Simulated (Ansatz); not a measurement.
Cu under changes of volume

One of the cells (11.810 Å³/atom); the others are scaled copies at fixed shape and fractional positions:

```
Cu
1.0
     0.00000    1.80750    1.80750
     1.80750    0.00000    1.80750
     1.80750    1.80750    0.00000
Cu
1
Direct
  0.00000 0.00000 0.00000
```

```yaml
Program: Ansatz 0.2.0
Functional: PBE
Potentials_or_basis: Ansatz NC
Cutoff: "1252 eV (not typed: the program's choice for these potentials)"
k_mesh: 13 × 13 × 13
Occupations: fermi-dirac, width 0.05 eV
Spin: no spin polarisation
```

```tsv
volume (Å³/atom)	energy over the lowest point (meV/atom)	pressure (GPa)
11.102	30.35	12.6
11.338	14.90	8.5
11.574	5.10	4.9
11.810	0.32	1.7
12.047	0.00	-1.2
12.283	3.63	-3.7
12.519	?	?
```

Q: What does the run at 12.519 Å³/atom give?

A: Energy over the lowest point 10.77 meV/atom; pressure -5.9 GPa.

Worked out: A Birch-Murnaghan fit of order 3 (a polynomial in V^(-2/3)) to the other rows has its minimum at 11.95 Å³/atom with B0 = V·E''(V) = 143 GPa and B' = 5.1. It gives 10.76 meV/atom at 12.519 Å³/atom, against the run's 10.77, and -dE/dV = -5.9 GPa, against -5.9.

Energies are extrapolated to zero smearing.
